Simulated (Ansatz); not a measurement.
The system is Mg.

```
CELL_PARAMETERS angstrom
3.20930 0.00000 0.00000
-1.60465 2.77934 0.00000
0.00000 0.00000 5.21030
ATOMIC_POSITIONS crystal
Mg 0.66667 0.33333 0.75000
Mg 0.33333 0.66667 0.25000
```

```yaml
Program: Ansatz 0.2.0
Task: relaxation of cell and atoms
Functional: RPBE
Potentials_or_basis: all-electron LAPW, scalar-relativistic
Basis_error_allowed: 0.001 eV/atom
k_mesh: 10 × 10 × 5
Occupations: fermi-dirac, width 0.05 eV
Spin: no spin polarisation
```

At the start: volume 23.24 Å³/atom.

Q: Where does the relaxation end?

A: Over 5 steps the energy falls by 3.4 meV/atom and the volume is 23.75 Å³/atom (+2.2 %); space group P6_3/mmc (No. 194, to 0.05 Å).

The path:
```csv
step,energy change (eV),largest force (eV/Å),volume (Å³)
1,0.0000,0.0000,46.47
2,-0.0045,0.0000,47.23
3,-0.0068,0.0000,47.55
4,-0.0068,0.0000,47.51
5,-0.0068,0.0000,47.51
```

Final structure:
```xyz
2
Lattice="3.2015 0.0000 0.0000 -1.6007 2.7725 0.0000 0.0000 0.0000 5.3520" Properties=species:S:1:pos:R:3 pbc="T T T"
Mg    1.6007    0.9242    4.0140
Mg    0.0000    1.8484    1.3380
```
